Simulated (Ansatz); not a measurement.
**Energy, volume and coordination in WSe2**

These are results of DFT PBE, scalar-relativistic, plane waves, PAW (Ansatz), not measurements. All cells share a 420 eV cutoff and Γ-centred k meshes spaced at most about 0.3 Å⁻¹ (about 0.25 or finer for metals, 2π included). No spin polarisation.

All energies are static (0 K, no zero-point motion). Rows are sorted by volume; energies count from the lowest form computed. Coordination counts Se atoms around W (those within 1.25 times the shortest such distance or 1.15 times the sum of covalent radii; a plus sign parts nearer from farther groups). The table shows 6 of 12 forms computed.

| row | form | source | atoms | coordination | V (Å³/atom) | gap on mesh (eV) | ΔE (meV/atom) |
| --- | --- | --- | --- | --- | --- | --- | --- |
| 1 | Fmmm | invented | 6 | W 2+4 | 21.6 | 0 | ? |
| 2 | P-3m1 | invented | 3 | W 6 | 23.2 | 0 | 257 |
| 3 | 2H molybdenite type, P6_3/mmc | COD | 6 | W 6 | 24.3 | 1.48 | 0 |
| 4 | P-6m2 | Materials Project | 9 | W 6 | 32.9 | 1.53 | 1 |
| 5 | P-3m1 | Materials Project | 6 | W 6 | 39.5 | 1.54 | 1 |
| 6 | P-6m2 | Materials Project | 3 | W 6 | 53.0 | 1.55 | 2 |

The cell of row 1:

```xyz
6
Lattice="0.0000 3.4100 5.6074 3.3920 0.0000 5.6074 3.3920 3.4100 0.0000" Properties=species:S:1:pos:R:3 pbc="T T T"
W     3.3920    3.4100    9.7655
W     3.3920    3.4100    1.4493
Se    5.0880    5.1149    8.4112
Se    1.6960    1.7050    2.8037
Se    1.8988    3.4100    5.6074
Se    4.8852    3.4100    5.6074
```

Task: Estimate the missing energy, and say where the row ranks.

Result: 0.71 eV/atom, which puts it above row 2, the highest in the table. Counting Se atoms around W, row 1 has W 2+4 and the lowest form (row 3) has W 6.

The lowest form is a structure that the Crystallography Open Database (COD) lists.

No dispersion correction is applied, so the spacing and binding between layers, chains or molecules are poorly described (P6_3/mmc, P-6m2 at 32.9 Å³/atom, P-3m1 at 39.5 Å³/atom, P-6m2 at 53.0 Å³/atom, P-3m1 at 23.2 Å³/atom), and this can change margins and order among such cells. These runs have no spin–orbit coupling, which can matter for W. Kohn–Sham gaps at this level usually fall short of measured ones. Cells relaxed within their symmetry can be saddle points. Some structure types and database cells were kept out of the candidates from the start, so a known form may be missing.
